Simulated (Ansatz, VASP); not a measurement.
**Two plane-wave programs on Zn**

Contents of INCAR:

```
  PREC = Accurate
  ENCUT = 520
  EDIFF = 1E-7
  ISMEAR = -1
  SIGMA = 0.05
  LREAL = False
  LASPH = True
  NELM = 80
  ALGO = Fast
  ISIF = 2
  LWAVE = False
  LCHARG = True
  GGA = PS
  LELF = True
  LVHAR = True
  NBANDS = 12
```

The input KPOINTS:

```
regular mesh
0
Gamma
  10 10 10
```

File POSCAR:

```
Zn
1.0
   -1.5690370000      1.5690370000      1.6317984800
    1.5690370000     -1.5690370000      1.6317984800
    1.5690370000      1.5690370000     -1.6317984800
Zn
1
Direct
    0.0000000000      0.0000000000      0.0000000000
```

input.yaml

```yaml
crystal:
  lattice:
    - [-1.569037, 1.569037, 1.63179848]
    - [1.569037, -1.569037, 1.63179848]
    - [1.569037, 1.569037, -1.63179848]
  atoms:
    - { symbol: Zn, position: [0.0, 0.0, 0.0] }
hamiltonian:
  xc: pbesol
  pseudopotentials: { kind: paw }
kpoints:
  mp_grid: { grid: [10, 10, 10] }
scf:
  occupations: { method: fermi_dirac, width: 0.05 }
output:
  forces: true
  stress: true
  eigenvalues: true
```

This isn't the form of Zn at room conditions, which is hcp.

Alike in both runs: task single point; functional PBEsol; k mesh 10 × 10 × 10; occupations fermi-dirac, width 0.05 eV; no spin polarisation.

|  | VASP | Ansatz |
| --- | --- | --- |
| version | VASP 6.6.1 | Ansatz 0.2.0 |
| potentials or method | VASP PAW PBE potentials, release 64 (Zn) | Ansatz PAW |
| plane-wave cutoff (eV) | 520 | 420 |
| valence electrons in the cell | 12 | 12 |

VASP gave:

| Property | Result |
| --- | --- |
| gap on the k mesh at the Fermi level (eV) | none |
| pressure (GPa) | -6.8 |
| largest component of the traceless stress (GPa) | 1.87 |

Task: Estimate Ansatz's values.

Result: gap on the k mesh at the Fermi level (eV): none; pressure (GPa): -7.1; largest component of the traceless stress (GPa): 1.89.

A gap of «none» marks a metal or a gap that the smearing closes. The functional is the same, so the differences come from potentials, cutoffs and numerics.

Caveats: the PAW data sets were made with another functional, which shifts forces and pressure a little (VASP); the PAW data sets come from PBE, with cores solved anew for the run's functional, which leaves a small shift of forces and pressure (Ansatz).
